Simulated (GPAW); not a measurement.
Input of a GPAW 26.7.0 run:

The input run.py:

```python
from ase.dft.bandgap import bandgap
from ase.io import read, write
from ase.units import GPa
from gpaw import GPAW, PW

atoms = read('SnTe.xyz')

calc = GPAW(mode=PW(600),
            xc='PBE',
            kpts={'size': (7, 7, 7), 'gamma': True},
            occupations={'name': 'methfessel-paxton', 'order': 0, 'width': 0.017},
            nbands=19,
            convergence={'density': 1e-05, 'energy': 1e-05},
            maxiter=150,
            txt='gpaw.txt')
atoms.calc = calc
energy = atoms.get_potential_energy()
forces = atoms.get_forces()
stress = atoms.get_stress()
calc.write('gs.gpw')
write('result.traj', atoms)
print(f'Energy: {energy:.6f} eV')
print('Forces (eV/A):')
print(forces.round(4))
print('Stress (GPa):', (stress / GPa).round(3))
print('Fermi level:', round(calc.get_fermi_level(), 4), 'eV')
print(f'Gap: {bandgap(calc)[0]:.4f} eV, direct: {bandgap(calc, direct=True)[0]:.4f} eV')
```

The input SnTe.xyz:

```xyz
2
Lattice="0.0000000000 3.1508500000 3.1508500000 3.1508500000 0.0000000000 3.1508500000 3.1508500000 3.1508500000 0.0000000000" Properties=species:S:1:pos:R:3 pbc="T T T"
Te     3.1508500000      3.1508500000      3.1508500000
Sn     0.0000000000      0.0000000000      0.0000000000
```

Potentials or basis: GPAW PAW data sets (gpaw-data 1.2.1), pw.

The run is started by

```console
$ OMP_NUM_THREADS=1 python run.py
```

(1) Estimate the pressure.

## Answers

(1) 1.9 GPa.

Caveat: this odd mesh misses L, where the gap lies, so gap, dielectric constants and Born charges aren't listed.
